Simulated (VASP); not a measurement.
**InAs: single point with PBE**

Crystal: InAs.

```
CELL_PARAMETERS angstrom
0.00000 2.80340 2.73152
2.80340 0.00000 2.73152
2.80340 2.80340 0.00000
ATOMIC_POSITIONS crystal
In 0.50000 0.50000 0.50000
As 0.00000 0.00000 0.00000
```

Measurements of this composition are mostly on another form, of space group No. 216.

The cell isn't the ideal one: strain -0.025 along x and y, -0.050 along z, atoms carried along.

```json
{
  "Program": "VASP 6.6.1",
  "Task": "single point",
  "Functional": "PBE",
  "Potentials or basis": "VASP PAW PBE potentials, release 64 (In_d, As)",
  "Cutoff": "520 eV",
  "k mesh": "18 × 18 × 18",
  "Occupations": "gaussian, width 0.15 eV",
  "Spin": "no spin polarisation"
}
```

The pressure is 8.2 GPa. The band gap on the k mesh is none (metal or under the smearing width).

Stress tensor (GPa, compression positive):
```
 6.77  0.00  0.00
 0.00  6.77  0.00
 0.00  0.00 11.10
```

Levels at points of the mesh, in eV from the Fermi level:
```tsv
k point	band 5	band 6	band 7	band 8	band 9	band 10	band 11	band 12	band 13	band 14
(0.00, 0.00, 0.00)	-14.44	-12.85	-0.45	-0.18	-0.18	0.11	7.21	7.21	7.38	7.76
(0.50, 0.00, 0.00)	-14.37	-10.85	-7.08	0.14	0.28	2.19	3.18	3.45	5.12	11.27
(0.50, 0.50, 0.00)	-14.34	-9.50	-5.35	-3.00	-2.66	-2.66	3.61	9.97	9.97	11.06
(0.50, 0.00, 0.50)	-14.34	-9.74	-5.35	-2.75	-2.69	-2.38	3.75	9.66	10.54	10.88
```

Wall time 3.7 min on 1 thread of Intel(R) Xeon(R) 6975P-C (Granite Rapids), on a shared host, peak memory 0.44 GiB.
